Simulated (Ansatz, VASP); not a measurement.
**Two plane-wave programs on SnO2 (Cassiterite)**

Contents of INCAR:

```
PREC = Accurate
ENCUT = 600
EDIFF = 1E-6
ISMEAR = -1
SIGMA = 0.05
LREAL = False
LASPH = True
NELM = 100
ALGO = Normal
ISIF = 3
LWAVE = False
LCHARG = False
GGA = B5
ALDAX = 1.0
AGGAX = 1.0
AGGAC = 1.0
ALDAC = 0.0
IVDW = 13
VDW_S6 = 1.0
VDW_S8 = 2.34076671
VDW_A1 = 0.44488865
VDW_A2 = 4.0933009
IBRION = 2
NSW = 60
EDIFFG = -0.01
```

The input KPOINTS:

```
Automatic mesh
0
Gamma
  6 6 8
```

Contents of POSCAR:

```
SnO2
1.0
    4.7380000000      0.0000000000      0.0000000000
    0.0000000000      4.7380000000      0.0000000000
    0.0000000000      0.0000000000      3.1865000000
Sn O
2 4
Direct
    0.5000000000      0.5000000000      0.5000000000
    0.0000000000      0.0000000000      0.0000000000
    0.8071000000      0.1929000000      0.5000000000
    0.6929000000      0.6929000000      0.0000000000
    0.1929000000      0.8071000000      0.5000000000
    0.3071000000      0.3071000000      0.0000000000
```

The input input.yaml:

```yaml
crystal:
  lattice:
    - [4.738, 0.0, 0.0]
    - [0.0, 4.738, 0.0]
    - [0.0, 0.0, 3.1865]
  atoms:
    - { symbol: Sn, position: [0.5, 0.5, 0.5] }
    - { symbol: Sn, position: [0.0, 0.0, 0.0] }
    - { symbol: O, position: [0.8071, 0.1929, 0.5] }
    - { symbol: O, position: [0.6929, 0.6929, 0.0] }
    - { symbol: O, position: [0.1929, 0.8071, 0.5] }
    - { symbol: O, position: [0.3071, 0.3071, 0.0] }
hamiltonian:
  xc: blyp
  pseudopotentials: { kind: paw }
  dispersion: d4
kpoints:
  mp_grid: { grid: [6, 6, 8] }
scf:
  occupations: { method: fermi_dirac, width: 0.05 }
output:
  forces: true
  stress: true
  write_density: true
  write_potential: true
  elf: true
  volumetric_format: npy
relax:
  f_tol: 0.01
  max_steps: 40
  cell: { stress_tol: 0.05 }
```

Alike in both runs: task relaxation of cell and atoms; functional BLYP; dispersion D4; k mesh 6 × 6 × 8; occupations fermi-dirac, width 0.05 eV; no spin polarisation.

|  | VASP | Ansatz |
| --- | --- | --- |
| version | VASP 6.6.1 | Ansatz 0.2.0 |
| potentials or method | VASP PAW PBE potentials, release 64 (Sn_d, O) | Ansatz PAW |
| plane-wave cutoff (eV) | 600 | 420 |
| valence electrons in the cell | 52 | 52 |

|  | VASP | Ansatz | Ansatz less VASP |
| --- | --- | --- | --- |
| gap on the k mesh at the Fermi level, each at its own relaxed structure (eV) | 0.75 | 0.77 | +0.019 |
| relaxed volume (Å³/atom) | 12.51 | 12.45 | -0.055 |
| relaxed cell length with the largest relative difference (Å) | 3.254 | 3.246 | -0.0079 |
| energy change over the relaxation (meV/atom) | -20 | -17 | +3.8 |

Caveats: spin-orbit coupling is left out, which moves the levels of the heavy elements; the PAW data sets were made with another functional, which shifts forces and pressure a little (VASP); the plane-wave basis is chosen anew once the cell has moved, so the energies of steps on either side of that aren't comparable (Ansatz); the pressure holds a Pulay correction of +1.0 GPa for the finite cutoff (Ansatz); the PAW data sets come from PBE, with cores solved anew for the run's functional, which leaves a small shift of forces and pressure (Ansatz). As with any semilocal functional, this BLYP gap is likely too small. Zero-point motion and thermal expansion aren't in these numbers.
